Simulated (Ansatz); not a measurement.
# SrO (P6_3/mmc) in Ansatz: equation of state

How stiff is SrO in PBE, and what volume does it want? The cell is scaled to several volumes.

Program: Ansatz 0.2.0. These are calculated values, not measurements. Logs are shortened: lines on timing, memory, paths and dates and some standing lists are left out, and cuts for length are marked.

## 1. Starting point

The structure is hexagonal, space group P6_3/mmc (No. 194). The conventional cell has a = 3.553 Å, b = 3.553 Å, c = 6.217 Å, α = 90.00°, β = 90.00°, γ = 120.00°. Sr (site symmetry -6m2) has 6 O at 2.57 Å as nearest neighbours. Around O (site symmetry -3m) lie 6 Sr at 2.57 Å.

Measurements of this composition are mostly on another form, of space group No. 225.

## 2. Single point, PBE, 15.98 Å³/atom (volume scaled by 0.94)

Contents of input.yaml:

```yaml
crystal:
  lattice:
    - [3.4807516534, 0.0, 0.0]
    - [-1.7403758267, 3.0144193562, 0.0]
    - [0.0, 0.0, 6.0903846125]
  atoms:
    - { symbol: Sr, position: [0.6666666667, 0.3333333333, 0.75] }
    - { symbol: Sr, position: [0.3333333333, 0.6666666667, 0.25] }
    - { symbol: O, position: [0.0, 0.0, 0.5] }
    - { symbol: O, position: [0.0, 0.0, 0.0] }
hamiltonian:
  xc: pbe
  pseudopotentials: { kind: paw }
kpoints:
  mp_grid: { grid: [9, 9, 5] }
scf:
  occupations: { method: fermi_dirac, width: 0.05 }
output:
  forces: true
  stress: true
  eigenvalues: true
```

Potentials or basis: Ansatz PAW.

Started as:

```sh
ansatz run input.yaml --threads 2 --pin off --max-ram 5120MiB --backend cpu --events-out ev --progress --plain --runs-dir out
```

Log:

```text
Warning: RAYON_NUM_THREADS=2 ignored (pool sized by the plan → 2); use --threads N
Engine: ansatz 0.2.0, aarch64-unknown-linux-gnu
Pseudopotentials: kind: paw
Pseudopotential: Sr, paw, valence charge 10, recommended cutoff 420 eV (normal), Sr.paw.azcp
Pseudopotential: O, paw, valence charge 6, recommended cutoff 420 eV (normal), O.paw.azcp
Functional definition: PBE
  parameter kappa = 0.804
  parameter beta = 0.06672455060314922
  exchange = pbe_x(kappa = kappa, mu = beta*pi^2/3)
  correlation = pbe_c(beta = beta)
Crystal: 4 atoms, lattice volume = 63.903 Å³
Basis set: ecut = 420 eV, 1275 PW (Γ), exchange–correlation on 48×48×90 points (8 copies of the dense FFT grid, shifted against one another)
Bands: 20, of which v1, the nominal top of the filled ones, is band 16 counted from 1 (15 counted from 0)
Symmetry: 24 space group operations
Space group: P63/mmc (ITA 194), of the structure as read, at distance tolerance 4.0e-5 Å
k-points: 36 of 405
Non-local potential: Sr, projectors of the file, l = 0: 3, l = 1: 2, l = 2: 2
Non-local potential: O, projectors of the file, l = 0: 2, l = 1: 2, l = 2: 1
PAW form: soft (Blöchl's): semilocal exchange-correlation on the pseudo side does not see the compensation charge
PAW one-centre angular grid: Sr, 110 points (default); XC on 64 Gauss nodes
PAW one-centre angular grid: O, 110 points (default); XC on 64 Gauss nodes
Initial density: superposition of atomic densities (neutral atoms: chi_scale 0, normalization atom), corrected by the library's trained network
Initial wavefunctions: pseudopotential atomic-orbital guess
Functional: x = pbe(κ = 0.804, μ = 0.2195149727645171), c = pbe(β = 0.06672455060314922)
SCF iter   1: F=—  HF=-8228.779226 eV  |F-HF|=—  |Δ(HF+E_count)|=         —  Δρ=2.09e-3  dr2=2.23e-3  ethr=1.77e-3  ⟨swp⟩=9.0  Hψ=4850  notcnv=0
preconditioner: auto → Resta (q_TF=auto, 2.431 Å⁻¹)  ε∞=3.7  [insulator: Δε(μ)=3.152 eV  Ē_g=14.856 eV  σ=0.050 eV  W_gap=1.00  n_scr=22 (ndim 8)  ℏωp=24.6 eV  f_vac=0.002  D(μ)=0.00/eV (n_scr^D=0)  ε∞_Penn≈3.7]
SCF iter   2: F=—  HF=-8228.779836 eV  |F-HF|=—  |Δ(HF+E_count)|=   6.10e-4  Δρ=1.22e-3  dr2=5.81e-4  ethr=6.96e-6  ⟨swp⟩=2.6  Hψ=1734  notcnv=0
SCF iter   3: F=—  HF=-8228.779843 eV  |F-HF|=—  |Δ(HF+E_count)|=   7.23e-6  Δρ=5.26e-4  dr2=6.98e-5  ethr=1.82e-6  ⟨swp⟩=2.0  Hψ=936  notcnv=0
SCF iter   4: F=—  HF=-8228.780014 eV  |F-HF|=—  |Δ(HF+E_count)|=   1.71e-4  Δρ=1.50e-4  dr2=1.38e-5  ethr=2.18e-7  ⟨swp⟩=2.0  Hψ=1224  notcnv=0
SCF iter   5: F=—  HF=-8228.780013 eV  |F-HF|=—  |Δ(HF+E_count)|=   1.52e-6  Δρ=4.94e-5  dr2=1.53e-6  ethr=4.30e-8  ⟨swp⟩=2.0  Hψ=903  notcnv=0
SCF iter   6: F=-8228.780013 eV  HF=-8228.780013 eV  |F-HF|=2.04e-10  |Δ(HF+E_count)|=   3.13e-7  Δρ=6.04e-6  dr2=1.85e-8  ethr=3.13e-10  ⟨swp⟩=5.4  Hψ=4223  notcnv=0
SCF 1 converged in 6 iterations: F = -8228.780013 eV  dr2 = 1.85e-8
SCF converged after 6 iterations
Free energy (F): -8228.780013 eV
Harris-Foulkes:  -8228.780013 eV  (|F-HF|=2.04e-10)
Internal energy: -8228.780013 eV  (E = F + TS)
E sigma→0 (E₀):  -8228.780013 eV
Fermi energy:    10.779308 eV
--- Per-component energies (eV) ---
  E_band       = -89.078989
  E_kinetic    = 850.503837
  E_local      = -1675.930014  (includes V_loc(G=0)·N_el)
  E_nonlocal   = 500.548879
  E_hartree    = 454.113010
  E_xc         = -500.196786
  E_vxc        = -520.359067  (∫ρ·V_xc dr)
  E_paw        = -5704.993941  (= ΣΔE_a)
  E_vpaw       = -152.075060  (= ΣTr[D̂ρ^β])
  E_aug_tail   = 0.004836  (compensation charges beyond the density's cutoff)
  E_ewald      = -2152.829836
  E_smearing   = -0.000000  (= −TS)
  E_closure    = -0.000000  (closes the sum)
  Σ components = -8228.780013   (vs F -8228.780013, Δ=0.00e0)
--- Forces (eV/Å), atoms counted from 1 ---
  atom   1  Sr     0.00000000     0.00000000     0.00000000
  atom   2  Sr    -0.00000000    -0.00000000     0.00000000
  atom   3  O      0.00000000    -0.00000000    -0.00000000
  atom   4  O      0.00000000    -0.00000000     0.00000000
  max |Σ_I F_I| component: 1.39e-17 eV/Å
--- Stress (GPa, compression-positive) ---
        7.395283      -0.000000       0.000000
        0.000000       7.395283       0.000000
        0.000000       0.000000       8.150715
  P = ⅓ Tr σ = 7.6471 GPa (76.471 kbar)
--- Band table (eV; the first three rows and the last of 36) ---
  k-point 0: bands = ["-23.5177", "-23.3744", "-8.0706", "-6.4275", "-5.1130", "-5.1130", "-5.1020", "-5.0536", "-5.0536", "-3.5634", "6.3670", "8.1132", "8.1132", "8.3509", "8.3509", "9.2319", "12.6838", "14.4018", "14.4445", "15.5778"]
  k-point 1: bands = ["-23.5043", "-23.3884", "-7.9609", "-6.6976", "-5.1072", "-5.1072", "-5.0592", "-5.0592", "-4.8473", "-3.6689", "6.5727", "8.1255", "8.1255", "8.3173", "8.3173", "8.8200", "13.0661", "14.4241", "14.6292", "15.7770"]
  k-point 2: bands = ["-23.4689", "-23.4247", "-7.6502", "-7.1936", "-5.0923", "-5.0923", "-5.0740", "-5.0740", "-4.3864", "-3.9626", "7.1475", "7.9729", "8.1676", "8.1676", "8.2403", "8.2403", "13.8762", "14.3779", "15.0750", "16.0515"]
  k-point 35: bands = ["-23.2813", "-23.2813", "-7.6121", "-7.1988", "-6.0053", "-6.0053", "-5.2512", "-5.2512", "-4.7197", "-4.2304", "6.9672", "6.9672", "7.9147", "8.1854", "8.5513", "8.5513", "14.4072", "14.4072", "16.2959", "16.2959"]
```

Run time: 1.1 s. Hardware: 2 threads of Arm Neoverse V2, shared host; peak memory 0.32 GiB.

Results:

```yaml
Free_energy: -8228.7800 eV
Pressure: 7.6 GPa
Band_gap_on_the_k_mesh: 3.14 eV, indirect (least direct gap 3.39 eV)
```

Caveat: odd divisions of the mesh miss points on the zone boundary, where band edges often lie, so the gap on the mesh can be too wide; the pressure holds a Pulay correction of +0.4 GPa for the finite cutoff.

## 3. Single point, PBE, 16.32 Å³/atom (volume scaled by 0.96)

Changes to input.yaml since step 2:

```diff
@@ -2,5 +2,5 @@
   lattice:
-    - [3.4807516534, 0.0, 0.0]
-    - [-1.7403758267, 3.0144193562, 0.0]
-    - [0.0, 0.0, 6.0903846125]
+    - [3.5052647967, 0.0, 0.0]
+    - [-1.7526323983, 3.0356483609, 0.0]
+    - [0.0, 0.0, 6.1332760581]
   atoms:
```

Potentials or basis: Ansatz PAW.

Started as:

```sh
ansatz run input.yaml --threads 2 --pin off --max-ram 5120MiB --backend cpu --events-out ev --progress --plain --runs-dir out
```

Wall time 1.1 s (2 threads of Arm Neoverse V2, shared host); peak memory 0.33 GiB.

The run converged. Its results:

```
Free energy            : -8228.8351 eV
Pressure               : 5.4 GPa
Band gap on the k mesh : 3.14 eV, indirect (least direct gap 3.32 eV)
```

Caveat: odd divisions of the mesh miss points on the zone boundary, where band edges often lie, so the gap on the mesh can be too wide; the pressure holds a Pulay correction of +0.4 GPa for the finite cutoff.

## 4. Single point, PBE, 16.66 Å³/atom (volume scaled by 0.98)

Changes to input.yaml since step 3:

```diff
@@ -2,5 +2,5 @@
   lattice:
-    - [3.5052647967, 0.0, 0.0]
-    - [-1.7526323983, 3.0356483609, 0.0]
-    - [0.0, 0.0, 6.1332760581]
+    - [3.5294398006, 0.0, 0.0]
+    - [-1.7647199003, 3.0565845284, 0.0]
+    - [0.0, 0.0, 6.1755758504]
   atoms:
```

Started as:

```sh
ansatz run input.yaml --threads 2 --pin off --max-ram 5120MiB --backend cpu --events-out ev --progress --plain --runs-dir out
```

Wall time 1.1 s (2 threads of Arm Neoverse V2, shared host); peak memory 0.33 GiB.

It converged, with:

| Quantity | Value |
| --- | --- |
| Free energy | -8228.8715 eV |
| Pressure | 3.3 GPa |
| Band gap on the k mesh | 3.13 eV, indirect (least direct gap 3.20 eV) |

Caveat: odd divisions of the mesh miss points on the zone boundary, where band edges often lie, so the gap on the mesh can be too wide; the pressure holds a Pulay correction of +0.4 GPa for the finite cutoff.

## 5. Single point, PBE, 17.00 Å³/atom

Changes to input.yaml since step 4:

```diff
@@ -2,5 +2,5 @@
   lattice:
-    - [3.5294398006, 0.0, 0.0]
-    - [-1.7647199003, 3.0565845284, 0.0]
-    - [0.0, 0.0, 6.1755758504]
+    - [3.5532880902, 0.0, 0.0]
+    - [-1.7766440451, 3.0772377531, 0.0]
+    - [0.0, 0.0, 6.21730398]
   atoms:
@@ -21 +21,5 @@
   eigenvalues: true
+  write_density: true
+  write_potential: true
+  elf: true
+  volumetric_format: npy
```

Started as:

```sh
ansatz run input.yaml --threads 2 --pin off --max-ram 5120MiB --backend cpu --events-out ev --progress --plain --runs-dir out
```

It took 1.5 s on 2 threads of Arm Neoverse V2, shared host; peak memory 0.33 GiB.

It converged, with:

```
Free energy            : -8228.8917 eV
Pressure               : 1.4 GPa
Band gap on the k mesh : 3.08 eV, direct
```

Caveat: odd divisions of the mesh miss points on the zone boundary, where band edges often lie, so the gap on the mesh can be too wide; the pressure holds a Pulay correction of +0.4 GPa for the finite cutoff.

## 6. Single point, PBE, 17.34 Å³/atom (volume scaled by 1.02)

Changes to input.yaml since step 5:

```diff
@@ -2,5 +2,5 @@
   lattice:
-    - [3.5532880902, 0.0, 0.0]
-    - [-1.7766440451, 3.0772377531, 0.0]
-    - [0.0, 0.0, 6.21730398]
+    - [3.5768204852, 0.0, 0.0]
+    - [-1.7884102426, 3.097617405, 0.0]
+    - [0.0, 0.0, 6.2584793785]
   atoms:
@@ -21,5 +21 @@
   eigenvalues: true
-  write_density: true
-  write_potential: true
-  elf: true
-  volumetric_format: npy
```

Potentials or basis: Ansatz PAW.

Started as:

```sh
ansatz run input.yaml --threads 2 --pin off --max-ram 5120MiB --backend cpu --events-out ev --progress --plain --runs-dir out
```

Wall time 1.2 s (2 threads of Arm Neoverse V2, shared host); peak memory 0.33 GiB.

The run converged. Its results:

* Free energy: -8228.8967 eV
* Pressure: -0.2 GPa
* Band gap on the k mesh: 2.97 eV, direct

Caveat: odd divisions of the mesh miss points on the zone boundary, where band edges often lie, so the gap on the mesh can be too wide; the pressure holds a Pulay correction of +0.4 GPa for the finite cutoff.

## 7. Single point, PBE, 17.68 Å³/atom (volume scaled by 1.04)

Changes to input.yaml since step 6:

```diff
@@ -2,5 +2,5 @@
   lattice:
-    - [3.5768204852, 0.0, 0.0]
-    - [-1.7884102426, 3.097617405, 0.0]
-    - [0.0, 0.0, 6.2584793785]
+    - [3.6000472431, 0.0, 0.0]
+    - [-1.8000236215, 3.1177323673, 0.0]
+    - [0.0, 0.0, 6.2991199937]
   atoms:
```

Started as:

```sh
ansatz run input.yaml --threads 2 --pin off --max-ram 5120MiB --backend cpu --events-out ev --progress --plain --runs-dir out
```

It took 1.2 s on 2 threads of Arm Neoverse V2, shared host; peak memory 0.33 GiB.

Results (log left out):

| Item | Value |
| --- | --- |
| Free energy | -8228.8885 eV |
| Pressure | -1.7 GPa |
| Band gap on the k mesh | 2.86 eV, direct |

Caveat: odd divisions of the mesh miss points on the zone boundary, where band edges often lie, so the gap on the mesh can be too wide; the pressure holds a Pulay correction of +0.3 GPa for the finite cutoff.

## 8. Single point, PBE, 18.02 Å³/atom (volume scaled by 1.06)

Changes to input.yaml since step 7:

```diff
@@ -2,5 +2,5 @@
   lattice:
-    - [3.6000472431, 0.0, 0.0]
-    - [-1.8000236215, 3.1177323673, 0.0]
-    - [0.0, 0.0, 6.2991199937]
+    - [3.6229780985, 0.0, 0.0]
+    - [-1.8114890493, 3.1375910707, 0.0]
+    - [0.0, 0.0, 6.3392428589]
   atoms:
@@ -21 +21,5 @@
   eigenvalues: true
+  write_density: true
+  write_potential: true
+  elf: true
+  volumetric_format: npy
```

Started as:

```sh
ansatz run input.yaml --threads 2 --pin off --max-ram 5120MiB --backend cpu --events-out ev --progress --plain --runs-dir out
```

Run time: 1.7 s. Hardware: 2 threads of Arm Neoverse V2, shared host; peak memory 0.34 GiB.

The run converged. Its results:

| Item | Value |
| --- | --- |
| Free energy | -8228.8680 eV |
| Pressure | -3.1 GPa |
| Band gap on the k mesh | 2.76 eV, direct |

Caveat: odd divisions of the mesh miss points on the zone boundary, where band edges often lie, so the gap on the mesh can be too wide; the pressure holds a Pulay correction of +0.3 GPa for the finite cutoff.

## 9. Equation of state, PBE

Potentials or basis: Ansatz PAW.

This step only gathers the single runs of the series.

Results:

| Item | Value |
| --- | --- |
| Equilibrium volume | 17.29 Å³/atom |
| Bulk modulus at fixed shape and positions | 82 GPa |
| Pressure derivative of the bulk modulus | 4.3 |

Energy against volume, from the lowest point:
| volume (Å³/atom) | energy (meV/atom) |
| --- | --- |
| 15.976 | 29.18 |
| 16.316 | 15.40 |
| 16.656 | 6.30 |
| 16.995 | 1.25 |
| 17.335 | 0.00 |
| 17.675 | 2.06 |
| 18.015 | 7.18 |

Caveat: the cell was scaled at fixed shape and fractional positions, which overstates the stiffness of a crystal with free parameters, most of all of layers and chains.
